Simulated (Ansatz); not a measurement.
**PbF2: further runs on the relaxed cell**

One table from this session's results is given with a row withheld; the runs are named, their logs left out.

Computed with Ansatz 0.2.0 (DFT PBE and PBEsol (the runs whose input is shown use PBEsol), scalar-relativistic, plane waves, PAW).

1 further run of the same task is left out (set aside as unsound or not needed).

### The starting structure

The structure is orthorhombic, space group Pnma (No. 62). The conventional cell has a = 6.577 Å, b = 3.951 Å, c = 7.829 Å, α = 90.00°, β = 90.00°, γ = 90.00°. Pb (site symmetry m) has 7 F at 2.42 to 2.68 Å as nearest neighbours. F (site symmetry m) is surrounded by 4 Pb at 2.49 to 2.68 Å. F (site symmetry m) has 3 Pb at 2.42 to 2.63 Å as nearest neighbours.

Structure file:

```
CELL_PARAMETERS angstrom
6.57737 0.00000 0.00000
0.00000 3.95077 0.00000
0.00000 0.00000 7.82928
ATOMIC_POSITIONS crystal
Pb 0.74235 0.75000 0.09647
Pb 0.25765 0.25000 0.90353
Pb 0.75765 0.25000 0.59647
Pb 0.24235 0.75000 0.40353
F 0.14159 0.75000 0.07148
F 0.85841 0.25000 0.92852
F 0.35841 0.25000 0.57148
F 0.64159 0.75000 0.42852
F 0.51594 0.75000 0.85361
F 0.48406 0.25000 0.14639
F 0.98406 0.25000 0.35361
F 0.01594 0.75000 0.64639
```

It is the result of an earlier relaxation at this level (volume 16.95 Å³/atom; gap on the mesh: 4.43 eV).

The first run:

Contents of input.yaml:

```yaml
crystal:
  lattice:
    - [6.5773668718, 0.0, 0.0]
    - [0.0, 3.9507659086, 0.0]
    - [0.0, 0.0, 7.8292825714]
  atoms:
    - { symbol: Pb, position: [0.7423482461, 0.75, 0.0964741912] }
    - { symbol: Pb, position: [0.2576517539, 0.25, 0.9035258088] }
    - { symbol: Pb, position: [0.7576517539, 0.25, 0.5964741912] }
    - { symbol: Pb, position: [0.2423482461, 0.75, 0.4035258088] }
    - { symbol: F, position: [0.1415867985, 0.75, 0.0714788172] }
    - { symbol: F, position: [0.8584132015, 0.25, 0.9285211828] }
    - { symbol: F, position: [0.3584132015, 0.25, 0.5714788172] }
    - { symbol: F, position: [0.6415867985, 0.75, 0.4285211828] }
    - { symbol: F, position: [0.5159444663, 0.75, 0.8536056561] }
    - { symbol: F, position: [0.4840555337, 0.25, 0.1463943439] }
    - { symbol: F, position: [0.9840555337, 0.25, 0.3536056561] }
    - { symbol: F, position: [0.0159444663, 0.75, 0.6463943439] }
basis:
  ecutwfc: 420
kpoints:
  mp_grid: { grid: [4, 6, 4] }
hamiltonian:
  xc: pbesol
scf:
  occupations: { method: gaussian, width: 0.02 }
output:
  forces: true
  stress: true
  eigenvalues: true
relax:
  adjacent_minimum: "off"
  f_tol: 0.005
  max_steps: 50
  cell: { stress_tol: 0.05 }
```

Run with:

```console
> ansatz run input.yaml --threads 4 --pin off --max-ram 10240MiB --backend cpu --events-out ev --progress --plain --runs-dir out
```

Among the steps run: The cell under PBEsol; Relaxing with PBE+D3(BJ); The cell under LDA; Relaxing with r2SCAN.

One table of the session follows, with a row left open; its other results are not shown here.

It belongs to the step «Relaxed cells side by side». 

```
functional  a (Å)  b (Å)  c (Å)  volume (Å³/atom)  gap on the mesh (eV)
       PBE  6.577  3.951  7.829             16.95                  4.43
    PBEsol  6.411  3.863  7.666             15.82                  4.23
PBE+D3(BJ)      ?      ?      ?                 ?                     ?
       LDA  6.271  3.790  7.526             14.91                  4.08
    r2SCAN  6.418  3.883  7.682             15.96                  4.78
```

Estimate the missing values for PBE+D3(BJ).

The run gave: a (Å): 6.496; b (Å): 3.913; c (Å): 7.729; volume (Å³/atom): 16.37; gap on the mesh (eV): 4.36. In the column «a (Å)» it lies between r2SCAN (6.418) and PBE (6.577).

The log warns that the dispersion term switches its coefficients with the atoms' coordination near these geometries, so kinks or extra dips may come from it and not from the bonding.

To keep in mind: Warnings in the runs' records: relaxed geometry near dispersion switch.
